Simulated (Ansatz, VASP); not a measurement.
One calculation of InAs, two programs

INCAR

```
SYSTEM = InAs
PREC = Accurate
ENCUT = 520
EDIFF = 1E-6
ISMEAR = -1
SIGMA = 0.08
LREAL = .False.
LASPH = .True.
NELM = 60
ALGO = Normal
ISIF = 2
LWAVE = .False.
LCHARG = .True.
GGA = PS
LELF = .True.
LVHAR = .True.
NBANDS = 16
```

The input KPOINTS:

```
regular mesh
0
Gamma
  11 11 11
  0 0 0
```

POSCAR

```
InAs
1.0
    0.0000000000      2.6230243617      2.6230243617
    2.6230243617      0.0000000000      2.6230243617
    2.6230243617      2.6230243617      0.0000000000
In As
1 1
Direct
    0.0000000000      0.0000000000      0.0000000000
    0.2500000000      0.2500000000      0.2500000000
```

Input for Ansatz:

```yaml
crystal:
  lattice:
    - [0.0, 2.6230243617, 2.6230243617]
    - [2.6230243617, 0.0, 2.6230243617]
    - [2.6230243617, 2.6230243617, 0.0]
  atoms:
    - { symbol: In, position: [0.0, 0.0, 0.0] }
    - { symbol: As, position: [0.25, 0.25, 0.25] }
kpoints:
  mp_grid: { grid: [11, 11, 11] }
scf:
  occupations: { method: fermi_dirac, width: 0.08 }
hamiltonian:
  xc: pbesol
  pseudopotentials: { kind: paw }
output:
  forces: true
  stress: true
  eigenvalues: true
  populations: true
```

Change from the starting cell: volume scaled by 0.64, PAW files.

Alike in both runs: task single point; functional PBEsol; k mesh 11 × 11 × 11; occupations fermi-dirac, width 0.08 eV; no spin polarisation.

|  | VASP | Ansatz |
| --- | --- | --- |
| version | VASP 6.6.1 | Ansatz 0.2.0 |
| potentials or method | VASP PAW PBE potentials, release 64 (In_d, As) | PAW with Ansatz's default frozen-core files, scalar-relativistic |
| plane-wave cutoff (eV) | 520 | 420 |
| valence electrons in the cell | 18 | 28 |

|  | VASP | Ansatz | Ansatz less VASP |
| --- | --- | --- | --- |
| pressure (GPa) | 70.2 | 69.7 | -0.53 |

The two sets of potentials don't hold the same shells in valence.

Caveats: the cell as given lies far from equilibrium; so large a pressure means that the cell lies far from this level's equilibrium, or that cutoff or potentials fall short (VASP); the potentials were made for another functional, which shifts forces and pressure (VASP); spin-orbit coupling is left out, which moves the levels of the heavy elements; an odd mesh through Γ misses points on the zone boundary, where band edges often lie.
